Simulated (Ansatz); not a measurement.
**TiTe in Ansatz: the effect of Hubbard term**

TiTe:

```xyz
4
Lattice="3.8420 0.0000 0.0000 -1.9210 3.3273 0.0000 0.0000 0.0000 6.4030" Properties=species:S:1:pos:R:3 pbc="T T T"
Te    1.9210    1.1091    4.8022
Te    0.0000    2.2182    1.6007
Ti    0.0000    0.0000    3.2015
Ti    0.0000    0.0000    0.0000
```

Alike in all runs:

- Program: Ansatz 0.2.0
- Task: projected density of states
- Functional: PBEsol
- Potentials or basis: Ansatz PAW
- Cutoff: 420 eV (not typed: the program's choice for these potentials)
- k mesh: 8 × 8 × 4
- Occupations: fermi-dirac, width 0.05 eV
- Spin: no spin polarisation
- Hubbard projectors: ortho-atomic (the default)
- Double counting: fll (the default)

```tsv
Hubbard term	pressure (GPa)
none	3.4
Ti d U = 1 eV	4.3
Ti d U = 2 eV	5.2
Ti d U = 3 eV	6.2
Ti d U = 4 eV	?
```

Question: What does the run with Hubbard term Ti d U = 4 eV give?

Answer: Pressure 7.5 GPa.

Worked out: A straight line through the other rows of the pressure, of slope 0.93 GPa per eV, extrapolates to 7.1 GPa, against the run's 7.5. The fit is too stiff a form for this range.

Caveats: the PAW data sets come from PBE, with cores solved anew for the run's functional, which leaves a small shift of forces and pressure; the density of states is complete only up to the lowest level of the last band computed; U without spin polarisation on a metal has little footing (some runs); the U is typed as a test and isn't derived for this compound (some runs).
